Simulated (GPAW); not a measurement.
Write an ASE script for GPAW 26.7.0 that does the following.

```
Task                : band structure
Functional          : revPBE
Potentials or basis : the program's PAW data sets (release 1.2.1) made for this functional
Cutoff              : 600 eV
Basis               : pw
k mesh              : 11 × 11 × 11
Occupations         : fermi-dirac, width 0.05 eV
Spin                : no spin polarisation
Maxiter             : 150
Band path           : GXWKGLUWLK,UX
Band points         : 80
```

The structure of Al lies in Al.xyz:

```xyz
1
Lattice="0.0000000000 2.0248050000 2.0248050000 2.0248050000 0.0000000000 2.0248050000 2.0248050000 2.0248050000 0.0000000000" Properties=species:S:1:pos:R:3 pbc="T T T"
Al     0.0000000000      0.0000000000      0.0000000000
```

One way to write it, as run:

run.py

```python
from ase.dft.bandgap import bandgap
from ase.io import read, write
from ase.units import GPa
from gpaw import GPAW, PW

atoms = read('Al.xyz')

calc = GPAW(mode=PW(600),
            xc='revPBE',
            kpts={'size': (11, 11, 11), 'gamma': True},
            occupations={'name': 'fermi-dirac', 'width': 0.05},
            nbands=7,
            convergence={'density': 1e-05, 'energy': 1e-05},
            maxiter=150,
            txt='gpaw.txt')
atoms.calc = calc
energy = atoms.get_potential_energy()
forces = atoms.get_forces()
stress = atoms.get_stress()
calc.write('gs.gpw')
write('result.traj', atoms)
print(f'Energy: {energy:.6f} eV')
print('Forces (eV/A):')
print(forces.round(4))
print('Stress (GPa):', (stress / GPa).round(3))
print('Fermi level:', round(calc.get_fermi_level(), 4), 'eV')
print(f'Gap: {bandgap(calc)[0]:.4f} eV, direct: {bandgap(calc, direct=True)[0]:.4f} eV')

path = atoms.cell.bandpath('GXWKGLUWLK,UX', npoints=80, eps=1e-4)
bs_calc = calc.fixed_density(kpts=path, symmetry='off', nbands=13,
                             convergence={'bands': 'CBM+6.0', 'eigenstates': 1e-6}, txt='bands.txt')
bs = bs_calc.band_structure()
bs.write('bs.json')
print(f'Gap on the path: {bandgap(bs_calc)[0]:.4f} eV')
```

Potentials or basis: the program's PAW data sets (release 1.2.1) made for this functional, pw.

Launch:

```sh
$ OMP_NUM_THREADS=1 python run.py
```

Results of the run:

```yaml
Pressure: 0.8 GPa
Band_gap_along_the_path: none (metal or under the smearing width)
```

It took 9.1 s on 1 thread of Arm Neoverse V2, on a shared host, peak memory 0.15 GiB.
